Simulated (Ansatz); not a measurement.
Input of an Ansatz 0.2.0 run:

input.yaml

```yaml
crystal:
  lattice:
    - [2.5221, 0.0, 0.0]
    - [-1.26105, 2.1842026709, 0.0]
    - [0.0, 0.0, 8.2371]
  atoms:
    - { symbol: C, position: [0.6666666667, 0.3333333333, 0.84375] }
    - { symbol: C, position: [0.3333333333, 0.6666666667, 0.34375] }
    - { symbol: C, position: [0.6666666667, 0.3333333333, 0.65625] }
    - { symbol: C, position: [0.3333333333, 0.6666666667, 0.15625] }
    - { symbol: C, position: [0.0, 0.0, 0.90625] }
    - { symbol: C, position: [0.0, 0.0, 0.40625] }
    - { symbol: C, position: [0.0, 0.0, 0.59375] }
    - { symbol: C, position: [0.0, 0.0, 0.09375] }
hamiltonian:
  xc: revpbe
  pseudopotentials: { kind: paw }
kpoints:
  mp_grid: { grid: [12, 12, 4] }
  band_path:
    path:
      - [[0.0, 0.0, 0.0], [0.5, 0.0, 0.0], [0.3333333333, 0.3333333333, 0.0], [0.0, 0.0, 0.0], [0.0, 0.0, 0.5], [0.5, 0.0, 0.5], [0.3333333333, 0.3333333333, 0.5], [0.0, 0.0, 0.5]]
      - [[0.5, 0.0, 0.5], [0.5, 0.0, 0.0]]
      - [[0.3333333333, 0.3333333333, 0.0], [0.3333333333, 0.3333333333, 0.5]]
    npoints: 10
scf:
  occupations: { method: fermi_dirac, width: 0.05 }
  n_extra_bands: 20
output:
  forces: true
  stress: true
  eigenvalues: true
  fatbands: false
```

Potentials or basis: Ansatz PAW.

The run is started by

```console
$ ansatz run input.yaml --threads 2 --pin off --max-ram 5120MiB --backend cpu --events-out ev --progress --plain --runs-dir out
```

Problem. Predict the pressure.

Solution. 6.9 GPa.

Problem. Predict the band gap on the k mesh.

Solution. 4.42 eV, indirect (least direct gap 5.19 eV).

Problem. What does it give for the largest force?

Solution. 0.328 eV/Å.

Stress tensor (GPa, compression positive):
```
 2.80  0.00  0.00
 0.00  2.80  0.00
 0.00  0.00 15.05
```

Caveat: the pressure holds a Pulay correction of +0.9 GPa for the finite cutoff; the PAW data sets come from PBE, with cores solved anew for the run's functional, which leaves a small shift of forces and pressure.
